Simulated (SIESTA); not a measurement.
BN:

```
N B
1.0
     2.55394    0.00000    0.00000
    -1.27697    2.21178    0.00000
     0.00000    0.00000    4.22685
N B
2 2
Direct
  0.33333 0.66667 0.12528
  0.66667 0.33333 0.62528
  0.33333 0.66667 0.49972
  0.66667 0.33333 0.99972
```

Measurements of this composition are mostly on another form, of space group No. 194.

Base run:

| Item | Value |
| --- | --- |
| Program | SIESTA 5.4.2 |
| Functional | PBEsol |
| Potentials or basis | PseudoDojo 0.4 standard (PBEsol files) |
| Basis | DZP (energy shift 0.003 Ry) |
| Grid cutoff | 800 Ry |
| Energy shift | 0.003 Ry |
| k mesh | 12 × 12 × 6 |
| Occupations | fermi-dirac, width 0.05 eV |
| Spin | no spin polarisation |

Its results: band gap on the k mesh 5.09 eV, indirect (least direct gap 8.29 eV); pressure -2.1 GPa; largest force 0.021 eV/Å.

Q: The run is repeated on the same cell with these changes: functional from PBEsol to LDA; potentials or basis from PseudoDojo 0.4 standard (PBEsol files) to PseudoDojo 0.4 standard (LDA files). What comes out?

A: Band gap on the k mesh 5.09 eV, indirect (least direct gap 8.24 eV); pressure -10.6 GPa; largest force 0.007 eV/Å.

Caveats: the basis of atomic orbitals isn't converged, which shifts pressures, moduli and gaps.

Not every run made on this cell is shown here.
